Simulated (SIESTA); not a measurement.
The system is SiC (Moissanite 6H).

```
Si C
1.0
     3.09500    0.00000    0.00000
    -1.54750    2.68035    0.00000
     0.00000    0.00000   15.17000
Si C
6 6
Direct
  0.66667 0.33333 0.45830
  0.33333 0.66667 0.95830
  0.66667 0.33333 0.79170
  0.33333 0.66667 0.29170
  0.00000 0.00000 0.62500
  0.00000 0.00000 0.12500
  0.66667 0.33333 0.33330
  0.33333 0.66667 0.83330
  0.66667 0.33333 0.66670
  0.33333 0.66667 0.16670
  0.00000 0.00000 0.50000
  0.00000 0.00000 0.00000
```

```yaml
Program: SIESTA 5.4.2
Task: relaxation of cell and atoms
Functional: PBE
Potentials_or_basis: PseudoDojo 0.4 standard (PBE files)
Basis: SZ (energy shift 0.002 Ry)
Grid_cutoff: 500 Ry
Energy_shift: 0.002 Ry
k_mesh: 10 × 10 × 2
Occupations: fermi-dirac, width 0.05 eV
Spin: no spin polarisation
```

At the start: pressure 22.7 GPa; volume 10.49 Å³/atom.

Question: Where does the relaxation end?

Answer: Over 7 steps the energy falls by 75.5 meV/atom and the volume is 11.66 Å³/atom (+11.2 %); space group P6_3mc (No. 186, to 0.05 Å).

The path:
```tsv
step	energy change (eV)	largest force (eV/Å)	pressure (GPa)	volume (Å³)
1	0.0000	0.1319	22.74	125.85
2	-0.0937	0.0838	21.35	126.52
3	-0.6859	0.1827	10.14	132.68
4	-0.8931	0.2635	1.28	138.82
5	-0.9008	0.1948	0.20	139.68
6	-0.9045	0.0884	-0.25	140.04
7	-0.9055	0.0192	-0.17	139.98
```

Final structure:
```
Si C
1.0
     3.20389    0.00000    0.00000
    -1.60194    2.77465    0.00000
     0.00000    0.00000   15.74617
Si C
6 6
Direct
  0.66667 0.33333 0.45797
  0.33333 0.66667 0.95797
  0.66667 0.33333 0.79171
  0.33333 0.66667 0.29171
  0.00000 0.00000 0.62518
  0.00000 0.00000 0.12518
  0.66667 0.33333 0.33327
  0.33333 0.66667 0.83327
  0.66667 0.33333 0.66713
  0.33333 0.66667 0.16713
  0.00000 0.00000 0.49974
  0.00000 0.00000 0.99974
```

Caveat: the basis has no polarisation orbitals; the volume moved by +11 % from the deposited cell, more than functionals usually miss; the basis of atomic orbitals isn't converged, which shifts pressures, moduli and gaps.
